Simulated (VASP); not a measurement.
Here is a VASP 6.6.1 calculation.

The input INCAR:

```
PREC = Accurate
ENCUT = 600
EDIFF = 1E-7
ISMEAR = 0
SIGMA = 0.1
LREAL = F
LASPH = T
NELM = 80
ALGO = Fast
ISIF = 3
LWAVE = F
LCHARG = F
GGA = PS
IBRION = 2
NSW = 90
EDIFFG = -0.005
```

File KPOINTS:

```
regular mesh
0
Gamma
  4 4 4
```

POSCAR

```
Sn
1.0
    0.0000000000      3.2849870000      3.2849870000
    3.2849870000      0.0000000000      3.2849870000
    3.2849870000      3.2849870000      0.0000000000
Sn
2
Direct
    0.5000000000      0.5000000000      0.5000000000
    0.7500000000      0.7500000000      0.7500000000
```

Potentials or basis: VASP PAW PBE potentials, release 64 (Sn_d).

Launch:

```console
$ cat potpaw_PBE.64/Sn_d/POTCAR > POTCAR
$ mpirun -np 1 vasp_std > vasp.out
```

Predict the relaxed cell.

a = 4.647 Å, b = 4.647 Å, c = 4.647 Å, α = 60.00°, β = 60.00°, γ = 60.00°.

Predict the space group after relaxing (to 0.05 Å).

Fd-3m (No. 227).

Final structure:
```
CELL_PARAMETERS angstrom
0.00000 3.28586 3.28586
3.28586 0.00000 3.28586
3.28586 3.28586 0.00000
ATOMIC_POSITIONS crystal
Sn 0.50000 0.50000 0.50000
Sn 0.75000 0.75000 0.75000
```

Caveat: the k mesh is coarse (spacing up to 0.41 Å⁻¹), so the values aren't converged.
